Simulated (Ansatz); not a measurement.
Results of LDA (Ansatz, a first-principles code, plane waves, PAW) for spinel MgAl₂O₄.

Numerical settings: plane-wave cutoff 520 eV, 8×8×8 k mesh, Fermi–Dirac smearing 0.01 eV, scalar-relativistic PAW data made under PBE.

Computed at the level's own relaxed cell.

Question: Estimate the pressure derivative B′ of the bulk modulus, band gap, lattice parameter a and bulk modulus B0 that the calculation returns.

Answer: 
pressure derivative B′ of the bulk modulus: 4.1
band gap: 5.52 eV
lattice parameter a: 8.023 Å
bulk modulus B0: 203 GPa

Measured, for comparison: band gap 7.8 eV (temperature not stated, no zero-point or thermal correction; as tabulated in Neo et al. (2023), doi:10.1002/gch2.202200236); lattice constant a 8.074 Å (0 K, fit to 77–300 K taken to 0 K; as tabulated in Grimes and Al-Ajaj (1992), doi:10.1088/0953-8984/4/30/004); bulk modulus 195 GPa (300 K, copied from a table, unchecked, no zero-point or thermal correction; as tabulated in BurnMan's mineral tables). Computed (rounded) less measured: band gap -2.28 eV, lattice constant a -0.6 %, bulk modulus not scored (unchecked). A static lattice is as a rule a little smaller and stiffer than an uncorrected measurement, which narrows the difference in the bulk modulus and would widen misses of the other sign.

Note: the bulk modulus comes from volumes at which shape and atoms were relaxed.

Static lattice: no zero-point or thermal effects.

It cost very roughly 5 core-minutes of CPU time.
